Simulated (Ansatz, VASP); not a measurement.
# TiC in VASP and in Ansatz

```
CELL_PARAMETERS angstrom
0.00000 2.16572 2.16572
2.16572 0.00000 2.16572
2.16572 2.16572 0.00000
ATOMIC_POSITIONS crystal
Ti 0.00000 0.00000 0.00000
C 0.50000 0.50000 0.50000
```

The cell is a database's computed one.

Alike in both runs: task single point; functional PBE; k mesh 8 × 8 × 8; occupations fermi-dirac, width 0.04 eV; no spin polarisation.

|  | VASP | Ansatz |
| --- | --- | --- |
| version | VASP 6.6.1 | Ansatz 0.2.0 |
| potentials or method | VASP PAW PBE potentials, release 64 (Ti_sv, C), cutoff 520 eV | all-electron LAPW, scalar-relativistic |

Ansatz gave:

- gap on the k mesh at the Fermi level (eV): none
- pressure (GPa): 0.3

What did VASP give for the same quantities?

gap on the k mesh at the Fermi level (eV): none; pressure (GPa): 0.4.

A gap of «none» marks a metal or a gap that the smearing closes. Ansatz ran all-electron here, so the differences hold the error of VASP's frozen core and of both bases.

Caveats: the k mesh is thin for a metal, which can move the energy by tens of meV per atom (Ansatz).
